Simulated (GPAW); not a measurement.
# Polarising B/Ru(0001) with a field along the normal

The dipole of the cell at several fields, atoms fixed. What does the strongest field give, and what length does the slope stand for?

Set-up. GPAW 26.7.0, plane waves (500 eV), PAW setups, PBE, 13×13 mesh, a dipole layer in the vacuum; geometry relaxed without an applied field with GPAW. The cell's area is 6.31 Å², and e/ε0 = 180.95 V Å.

The runs, one held back:

```
field (V/Å)  dipole (e Å)
       −0.2       −0.0419
       −0.1       −0.0033
      −0.05        0.0160
       0.05        0.0545
        0.1        0.0738
        0.2        0.1123
        0.3             ?
```

**Question.** What is the dipole at 0.3 V/Å?

Worked answer. A line through the 6 points has the slope α = 0.385 e Å per V/Å and the intercept p₀ = 0.0352 e Å (r.m.s. residual 2.7e−05). At 0.3 V/Å it gives p = 0.0352 + 0.385 × 0.3 = 0.1509 e Å; the run gives 0.1508 e Å, so the response stays linear to 0.1 % of the induced part. Dividing by ε0 and the area: α/(ε0 A) = 0.385 × 180.95 / 6.31 = 11.05 Å, against 7.88 Å between the outer nuclei.

Caveats: This is the electronic response alone; ions that move would add to it in polar layers. No run was spin-polarised, so magnetic states weren't tested.

[Logs are printed without paths, hosts, clocks, repeated set-up lines and the standing remarks that a program may print on its own settings, such as how far it seeks lower states.]
